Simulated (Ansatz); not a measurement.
The system is CuO.

```
Cu O
1.0
     2.87950    0.00000    0.00000
     0.03907    2.87928    0.00000
     0.01750    0.01724    5.17634
Cu O
2 2
Cartesian
  0.0195 1.4396 0.0000
  1.4485 0.0086 2.5882
  2.8881 0.0177 3.8817
  0.0479 2.8788 1.2947
```

The cell comes from a database or a generator and needn't be the stable form of this composition.

* Program: Ansatz 0.2.0
* Task: relaxation of cell and atoms
* Functional: PBEsol
* Potentials or basis: Ansatz PAW
* Cutoff: 420 eV (not typed: the program's choice for these potentials)
* k mesh: 9 × 9 × 5
* Occupations: fermi-dirac, width 0.05 eV
* Spin: no spin polarisation

At the start: volume 10.73 Å³/atom.

Problem. How do energy, volume and symmetry change on relaxing?

Solution. It ends after 8 steps and the volume is 10.67 Å³/atom (-0.6 %); space group P4_2/mmc (No. 131, to 0.05 Å).

Step by step:
| step | energy change (eV) | largest force (eV/Å) | volume (Å³) |
| --- | --- | --- | --- |
| 1 | 0.0000 | 0.0129 | 42.92 |
| 2 | -0.0075 | 0.0092 | 42.82 |
| 3 | -0.0106 | 0.0036 | 42.65 |
| 4 | -0.0105 | 0.0025 | 42.66 |
| 5 | -0.0105 | 0.0007 | 42.67 |
| 6 | -0.0097 | 0.0007 | 42.67 |
| 7 | -0.0097 | 0.0001 | 42.67 |
| 8 | -0.0097 | 0.0001 | 42.67 |

Final structure:
```xyz
4
Lattice="2.8953 -0.0158 -0.0038 0.0234 2.8952 -0.0038 0.0107 0.0106 5.0895" Properties=species:S:1:pos:R:3 pbc="T T T"
Cu    0.0117    1.4476   -0.0019
Cu    1.4530   -0.0026    2.5429
O     2.9024   -0.0070    3.8134
O     0.0270    2.8970    1.2686
```

Caveat: the plane-wave basis is chosen anew once the cell has moved, so the energies of steps on either side of that aren't comparable; the pressure holds a Pulay correction of +0.7 GPa for the finite cutoff; the run has no spin polarisation, though such a crystal can be magnetic; the PAW data sets come from PBE, with cores solved anew for the run's functional, which leaves a small shift of forces and pressure.
